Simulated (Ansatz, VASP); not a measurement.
Two plane-wave programs on PbO2

File INCAR:

```
SYSTEM = PbO2
  PREC = Accurate
  ENCUT = 520
  EDIFF = 1E-7
  ISMEAR = -1
  SIGMA = 0.05
  LREAL = .False.
  LASPH = .True.
  NELM = 60
  ALGO = Normal
  ISIF = 2
  LWAVE = .False.
  LCHARG = .False.
  GGA = PS
  NBANDS = 20
```

KPOINTS

```
regular mesh
0
Gamma
  8 8 8
  0 0 0
```

The input POSCAR:

```
PbO2
1.0
    0.0000000000      2.5700000000      2.5700000000
    2.5700000000      0.0000000000      2.5700000000
    2.5700000000      2.5700000000      0.0000000000
Pb O
1 2
Direct
    0.0000000000      0.0000000000      0.0000000000
    0.2500000000      0.2500000000      0.2500000000
    0.7500000000      0.7500000000      0.7500000000
```

Input for Ansatz:

```yaml
crystal:
  lattice:
    - [0.0, 2.57, 2.57]
    - [2.57, 0.0, 2.57]
    - [2.57, 2.57, 0.0]
  atoms:
    - { symbol: Pb, position: [0.0, 0.0, 0.0] }
    - { symbol: O, position: [0.25, 0.25, 0.25] }
    - { symbol: O, position: [0.75, 0.75, 0.75] }
kpoints:
  mp_grid:
    grid: [8, 8, 8]
hamiltonian:
  xc: pbesol
  pseudopotentials:
    kind: paw
scf:
  occupations:
    method: fermi_dirac
    width: 0.05
output:
  forces: true
  stress: true
  eigenvalues: true
```

Alike in both runs: task single point; functional PBEsol; k mesh 8 × 8 × 8; occupations fermi-dirac, width 0.05 eV; no spin polarisation.

|  | VASP | Ansatz |
| --- | --- | --- |
| version | VASP 6.6.1 | Ansatz 0.2.0 |
| potentials or method | VASP PAW PBE potentials, release 64 (Pb_d, O) | plane waves, PAW |
| plane-wave cutoff (eV) | 520 | 420 |
| valence electrons in the cell | 26 | 26 |

```tsv
	VASP	Ansatz	Ansatz less VASP
gap on the k mesh at the Fermi level (eV)	none	none	-
pressure (GPa)	22.0	21.5	-0.50
```

A gap of «none» marks a metal or a gap that the smearing closes.

Caveats: so large a pressure means that the cell lies far from this level's equilibrium, or that cutoff or potentials fall short (VASP); the potentials were made for another functional, which shifts forces and pressure (VASP). Spin-orbit coupling is left out, which matters for the levels of Pb.
